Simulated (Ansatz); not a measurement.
**From three elastic constants to directional properties of Rh**

Theory: DFT PBE, scalar-relativistic, plane waves, PAW (Ansatz 0.2.0). Settings: 420 eV plane-wave cutoff, Γ-centred 20×20×20 mesh, Fermi-Dirac smearing of 0.15 eV. No spin polarisation.

The cell, relaxed at this level:
```cif
data_structure
_symmetry_space_group_name_H-M 'Fm-3m'
_symmetry_Int_Tables_number 225
_cell_length_a 3.8351
_cell_length_b 3.8351
_cell_length_c 3.8351
_cell_angle_alpha 90.000
_cell_angle_beta 90.000
_cell_angle_gamma 90.000
_cell_volume 56.41
loop_
_atom_site_label
_atom_site_type_symbol
_atom_site_symmetry_multiplicity
_atom_site_Wyckoff_symbol
_atom_site_fract_x
_atom_site_fract_y
_atom_site_fract_z
_atom_site_occupancy
Rh1 Rh 4 a 0.00000 0.00000 0.00000 1
```

In a metal, frequencies and elastic constants depend on the k mesh and the smearing, soft modes and shear constants most.

With ions relaxed, on the cubic axes: C11 = 395.8, C12 = 178.4, C44 = 177.2 GPa. The density is 12.118 g/cm³. Zone-centre modes weren't checked beside this run.

Question: Is the crystal stable against strain, and how anisotropic is it?

Answer: Born's conditions hold: C11 + 2C12 = 752.7, C11 − C12 = 217.4 and C44 = 177.2 GPa are all positive. B = (C11 + 2C12)/3 = 250.9 GPa. The two shear moduli are C44 and C′ = (C11 − C12)/2 = 108.7 GPa, so Zener's ratio is A = C44/C′ = 1.63: the tetragonal shear C′ is the soft one, as in many fcc and bcc metals and zincblende crystals. The Cauchy pressure C12 − C44 is 1.2 GPa; it would vanish for pair forces between atoms on inversion centres at zero pressure, and here it is small.

Question: Give the sound speeds along the three symmetry directions.

Answer: The Christoffel equation gives ρv² for each branch:
```csv
direction,branch,ρv²,GPa,v (m/s)
[100],L,C11,395.8,5715
[100],T (×2),C44,177.2,3824
[110],L,(C11 + C12 + 2C44)/2,464.3,6190
[110],"T, u ∥ [001]",C44,177.2,3824
[110],"T, u ∥ [1-10]",(C11 − C12)/2,108.7,2995
[111],L,(C11 + 2C12 + 4C44)/3,487.2,6341
[111],T (×2),(C11 − C12 + C44)/3,131.5,3294
```

Question: How does Young's modulus depend on direction?

Answer: Inverting gives S11 = 3.510, S12 = -1.091, S44 = 5.643 TPa⁻¹. Along a unit vector (l, m, n), 1/E = S11 − 2(S11 − S12 − S44/2)(l²m² + m²n² + n²l²), where the last bracket is 0, 1/4 and 1/3 for [100], [110] and [111]: E = 285, 382 and 430 GPa. With A > 1 the body diagonal is stiffest. For a film on (001), the biaxial modulus is C11 + C12 − 2C12²/C11 = 413 GPa and the normal strain is −2C12/C11 = -0.90 times the in-plane one.

Cost: 1 run of about 0.65 core-minutes, on Intel Xeon 6975P-C (Granite Rapids) (shared hosts).

Rhodium comes out stiff in shear as well as in compression, but clearly anisotropic. The soft response is the tetragonal shear C′, at 108.7 GPa against 177.2 GPa for C44. It gives the slowest sound wave, along [110] with [1-10] displacement, and makes [100] the most compliant direction in tension, since a pull along [111] involves only C44 and the bulk modulus. Close-packed geometry favours this order, but nearest-neighbour central forces alone would make an fcc lattice more anisotropic still. The extra resistance to tetragonal shear probably comes from directional bonding in the partly filled 4d band.

The Cauchy pressure of 1.2 GPa is therefore no proof of pairwise forces. It more likely reflects a near-cancellation between the volume-dependent metallic energy, which raises C12 relative to C44, and angular d bonding, which does the opposite.

The positive Born combinations establish stability against small homogeneous strains. With one atom in the primitive cell there are no optical modes at the zone centre, so what remains open is the stability of short-wavelength phonons.
